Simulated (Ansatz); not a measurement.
Structure types of B were relaxed at one common pressure (all-electron LAPW in Ansatz 0.2.0 under PBE, scalar-relativistic, no spin polarisation, zero temperature). They take these volumes:

| type | space group | V (Å³/atom) |
| --- | --- | --- |
| fcc | Fm-3m | 2.54 |
| bcc | Im-3m | 2.54 |
| hcp | P6_3/mmc | 2.53 |
| sc | Pm-3m | 2.71 |
| diamond | Fd-3m | 3.00 |
| beta tin | I4_1/amd | 2.66 |

At about which pressure, and is the densest type also the lowest in enthalpy?

1000 GPa. The densest types tie within 0.02 Å³/atom, and fcc is the lowest in enthalpy.
